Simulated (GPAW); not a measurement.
Input of a GPAW 26.7.0 run:

Contents of run.py:

```python
import numpy as np
from ase.dft.bandgap import bandgap
from ase.io import read, write
from ase.units import GPa
from gpaw import GPAW, PW
from gpaw.spinorbit import soc_eigenstates

atoms = read('ZrN.cif')

calc = GPAW(mode=PW(800),
            xc='MGGA_X_MS2+GGA_C_REGTPSS',
            kpts={'size': (8, 8, 8), 'gamma': True},
            occupations={'name': 'fermi-dirac', 'width': 0.05},
            nbands=19,
            convergence={'density': 1e-05, 'energy': 1e-05},
            maxiter=150,
            txt='gpaw.txt')
atoms.calc = calc
energy = atoms.get_potential_energy()
forces = atoms.get_forces()
stress = atoms.get_stress()
calc.write('gs.gpw')
write('result.traj', atoms)
print(f'Energy: {energy:.6f} eV')
print('Forces (eV/A):')
print(forces.round(4))
print('Stress (GPa):', (stress / GPa).round(3))
print('Fermi level:', round(calc.get_fermi_level(), 4), 'eV')
print(f'Gap: {bandgap(calc)[0]:.4f} eV, direct: {bandgap(calc, direct=True)[0]:.4f} eV')

path = atoms.cell.bandpath('GXWKGLUWLK,UX', npoints=100, eps=1e-4)
bs_calc = calc.fixed_density(kpts=path, symmetry='off', nbands=28,
                             convergence={'bands': 'CBM+6.0', 'eigenstates': 1e-6}, txt='bands.txt')
bs = bs_calc.band_structure()
bs.write('bs.json')
print(f'Gap on the path: {bandgap(bs_calc)[0]:.4f} eV')

soc = soc_eigenstates(bs_calc, theta=54.7, phi=45, ignore_xc_potential=True)
np.savetxt('soc_bands.dat', soc.eigenvalues(), fmt='%.4f')
mesh = soc_eigenstates('gs.gpw', theta=54.7, phi=45, ignore_xc_potential=True)
np.savetxt('soc_mesh.dat', mesh.eigenvalues(), fmt='%.4f')
print('Fermi level with spin-orbit coupling:', round(mesh.fermi_level, 4), 'eV')
```

The input ZrN.cif:

```cif
data_ZrN
_cell_length_a 3.25269119
_cell_length_b 3.25269119
_cell_length_c 3.25269119
_cell_angle_alpha 60.00000000
_cell_angle_beta 60.00000000
_cell_angle_gamma 60.00000000
_space_group_name_H-M_alt 'P1'
_space_group_name_Hall 'P 1'
_space_group_IT_number 1
loop_
_space_group_symop_operation_xyz
'x,y,z'
loop_
_atom_site_label
_atom_site_type_symbol
_atom_site_symmetry_multiplicity
_atom_site_Wyckoff_symbol
_atom_site_fract_x
_atom_site_fract_y
_atom_site_fract_z
_atom_site_occupancy
Zr1 Zr 1 a 0.5000000000 0.5000000000 0.5000000000 1
N1 N 1 a 0.0000000000 0.0000000000 0.0000000000 1
```

Potentials or basis: GPAW PAW data sets (gpaw-data 1.2.1), pw.

Launch:

```bash
$ OMP_NUM_THREADS=1 python run.py
```

Problem. Estimate the pressure.

Solution. -5.7 GPa.

Problem. What does it give for the band gap along the path?

Solution. None (metal or under the smearing width).

Levels at the corners of the path, in eV from the Fermi level:
```tsv
point	band 12	band 13	band 14	band 15	band 16	band 17	band 18	band 19	band 20	band 21
Γ	-2.89	-2.83	-2.83	-2.83	-2.83	-0.39	-0.39	-0.39	-0.39	-0.32
X	-4.85	-3.49	-3.49	-3.43	-3.43	-3.32	-3.32	3.52	3.52	4.49
W	-5.59	-5.05	-5.05	-4.89	-4.89	1.00	1.00	1.03	1.03	4.53
K	-5.69	-5.00	-5.00	-4.62	-4.62	-0.73	-0.73	3.42	3.42	3.70
Γ	-2.89	-2.83	-2.83	-2.83	-2.83	-0.39	-0.39	-0.39	-0.39	-0.32
L	-7.83	-5.83	-5.83	-5.82	-5.82	3.03	3.03	3.10	3.10	3.16
U	-5.69	-5.00	-5.00	-4.62	-4.62	-0.73	-0.73	3.42	3.42	3.70
W	-5.59	-5.05	-5.05	-4.89	-4.89	1.00	1.00	1.03	1.03	4.53
L	-7.83	-5.83	-5.83	-5.82	-5.82	3.03	3.03	3.10	3.10	3.16
K	-5.69	-5.00	-5.00	-4.62	-4.62	-0.73	-0.73	3.42	3.42	3.70
U	-5.69	-5.00	-5.00	-4.62	-4.62	-0.73	-0.73	3.42	3.42	3.70
X	-4.85	-3.49	-3.49	-3.43	-3.43	-3.32	-3.32	3.52	3.52	4.49
```

Caveat: spin-orbit coupling was added after a scalar SCF, so levels and gaps hold it while energy, forces, pressure and moments don't; this program's spin-orbit splittings come out too wide for heavy elements; the PAW data sets were made with another functional, which shifts forces and pressure a little.
